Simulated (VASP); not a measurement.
These are AM05 GGA, VASP's PBE PAW potentials (set 64) (plane waves; VASP 6.6.1) values and carry that method's errors.

VASP input:

File POSCAR:
```
Li2O
1
    0.0000000000     2.3100000000     2.3100000000
    2.3100000000     0.0000000000     2.3100000000
    2.3100000000     2.3100000000     0.0000000000
Li O
2 1
Direct
  0.2500000000   0.2500000000   0.2500000000
  0.7500000000   0.7500000000   0.7500000000
  0.0000000000   0.0000000000   0.0000000000
```

### INCAR
```
GGA = AM
ENCUT = 520   ! plane-wave cut-off (eV)
SIGMA = 0.05
IBRION = 2
ALGO = Normal
PREC = Accurate
LWAVE = .False.
EDIFFG = -0.02
LREAL = .False.
ISIF = 3
LASPH = .True.
EDIFF = 1E-6
NSW = 60
SYSTEM = Li2O
NELM = 100   ! most electronic steps
LCHARG = .False.
ISMEAR = 0   ! Gaussian
```

KPOINTS:
```
Regular mesh
0
gamma
  8 8 8
```

POTCAR, in this order: Li_sv O (PBE.64 set). Program: vasp_std.

Output of the run:

File OSZICAR:
```
       N       E                     dE             d eps       ncg     rms          rms(c)
DAV:   1     0.392533651205E+02    0.39253E+02   -0.63515E+03   580   0.129E+03
DAV:   2    -0.118728036338E+02   -0.51126E+02   -0.48228E+02   724   0.222E+02
DAV:   3    -0.158036149641E+02   -0.39308E+01   -0.39173E+01   966   0.562E+01
DAV:   4    -0.158962232341E+02   -0.92608E-01   -0.92496E-01   794   0.810E+00
DAV:   5    -0.158969821785E+02   -0.75894E-03   -0.75892E-03   804   0.601E-01    0.700E+00
DAV:   6    -0.143594385449E+02    0.15375E+01   -0.85055E+00   584   0.185E+01    0.283E+00
DAV:   7    -0.143240446937E+02    0.35394E-01   -0.22761E-01   650   0.414E+00    0.146E+00
DAV:   8    -0.143235593409E+02    0.48535E-03   -0.63359E-02   650   0.316E+00    0.355E-01
DAV:   9    -0.143226083379E+02    0.95100E-03   -0.98587E-03   752   0.906E-01    0.118E-01
DAV:  10    -0.143232215767E+02   -0.61324E-03   -0.14941E-03   630   0.343E-01    0.866E-02
DAV:  11    -0.143231525732E+02    0.69003E-04   -0.19003E-04   694   0.158E-01    0.141E-02
DAV:  12    -0.143231543678E+02   -0.17946E-05   -0.15932E-05   710   0.394E-02    0.301E-03
DAV:  13    -0.143231550522E+02   -0.68440E-06   -0.21905E-06   658   0.147E-02
   1 F= -.14323155E+02 E0= -.14323155E+02  d E =-.143232E+02
       N       E                     dE             d eps       ncg     rms          rms(c)
DAV:   1    -0.143272716904E+02   -0.41173E-02   -0.63107E-02   590   0.241E+00    0.459E-01
DAV:   2    -0.143240958451E+02    0.31758E-02   -0.22039E-02   600   0.115E+00    0.138E-01
DAV:   3    -0.143239379161E+02    0.15793E-03   -0.61399E-04   652   0.233E-01    0.814E-02
DAV:   4    -0.143238862221E+02    0.51694E-04   -0.11440E-04   974   0.933E-02    0.996E-03
DAV:   5    -0.143238854135E+02    0.80862E-06   -0.11564E-05   638   0.353E-02    0.216E-03
DAV:   6    -0.143238853384E+02    0.75050E-07   -0.47448E-07   368   0.858E-03
   2 F= -.14323885E+02 E0= -.14323885E+02  d E =-.730286E-03
```

File OUTCAR:
```
------------------------ aborting loop because EDIFF is reached ----------------------------------------
  FORCE on cell =-STRESS in cart. coord.  units (eV):
  Direction    XX          YY          ZZ          XY          YZ          ZX
  --------------------------------------------------------------------------------------
  Total       -0.0580741     -0.0580741     -0.0580741      0.0000000      0.0000000     -0.0000000
  in kB       -3.8012959     -3.8012959     -3.8012959      0.0000000      0.0000000     -0.0000000
  external PRESSURE =      -3.8012959 kB  Pullay stress =       0.0000000 kB
  volume of cell :       24.48
      direct lattice vectors                 reciprocal lattice vectors
    -0.000000000  2.304502022  2.304502022    -0.216966614  0.216966614  0.216966614
     2.304502022 -0.000000000  2.304502022     0.216966614 -0.216966614  0.216966614
     2.304502022  2.304502022  0.000000000     0.216966614  0.216966614 -0.216966614
 POSITION                                       TOTAL-FORCE (eV/Angst)
 -----------------------------------------------------------------------------------
      1.15225      1.15225      1.15225        -0.000000     -0.000000     -0.000000
      3.45675      3.45675      3.45675         0.000000      0.000000      0.000000
      4.60900      4.60900      4.60900         0.000000     -0.000000      0.000000
 -----------------------------------------------------------------------------------
    total drift:                               -0.000000      0.000000      0.000000
  FREE ENERGIE OF THE ION-ELECTRON SYSTEM (eV)
  ---------------------------------------------------
  free  energy   TOTEN  =       -14.3238853384 eV

  energy  without entropy=      -14.3238853384  energy(sigma->0) =      -14.32388534

 reached required accuracy - stopping structural energy minimisation
```
(Selected blocks of OUTCAR.)

### CONTCAR
```
Li2O
   1.00000000000000
    -0.0000000000000000    2.3045020217788004    2.3045020217788004
     2.3045020217788004   -0.0000000000000000    2.3045020217788004
     2.3045020217788004    2.3045020217788004    0.0000000000000000
  Li              O
     2     1
Direct
     0.2500000000000000    0.2500000000000000    0.2500000000000000
     0.7500000000000000    0.7500000000000000    0.7500000000000000
     1.0000000000000000    1.0000000000000000    1.0000000000000000
```

### OUTCAR
```
 val. band max:        1.3548787318   @ k =   0.0000   0.0000   0.0000

 cond. band min:       6.2617277636   @ k =   0.5000   0.5000   0.0000


 Fermi energy:         1.7332439969

 k-point     1 :       0.0000    0.0000    0.0000
  band No.  band energies     occupation
      1     -40.7280      2.00000
      2     -40.3640      2.00000
      3     -13.9475      2.00000
      4       1.3549      2.00000
      5       1.3549      2.00000
      6       1.3549      2.00000
      7       6.6820      0.00000
      8      13.2185      0.00000
      9      13.2185      0.00000
     10      13.2186      0.00000

 k-point     2 :       0.1250    0.0000    0.0000
  band No.  band energies     occupation
      1     -40.7118      2.00000
      2     -40.3760      2.00000
      3     -13.9179      2.00000
      4       0.8408      2.00000
      5       1.2816      2.00000
      6       1.2816      2.00000
      7       7.0922      0.00000
      8      13.2542      0.00000
      9      13.4360      0.00000
     10      13.4361      0.00000

 k-point     3 :       0.2500    0.0000    0.0000
  band No.  band energies     occupation
      1     -40.6669      2.00000
      2     -40.4105      2.00000
      3     -13.8421      2.00000
      4      -0.2094      2.00000
      5       1.1153      2.00000
      6       1.1153      2.00000
      7       8.0766      0.00000
      8      13.0712      0.00000
      9      13.7009      0.00000
     10      13.7009      0.00000

 k-point     4 :       0.3750    0.0000    0.0000
  band No.  band energies     occupation
      1     -40.6027      2.00000
      2     -40.4643      2.00000
      3     -13.7603      2.00000
      4      -1.1009      2.00000
      5       0.9621      2.00000
      6       0.9621      2.00000
      7       9.3758      0.00000
      8      12.2802      0.00000
      9      13.5237      0.00000
     10      13.5238      0.00000

 k-point     5 :       0.5000    0.0000    0.0000
...
```

The compound is Li2O in the antifluorite structure. This run relaxes it. Symmetry was kept, so distortions that lower it aren't found. The start is the result of an earlier pass.
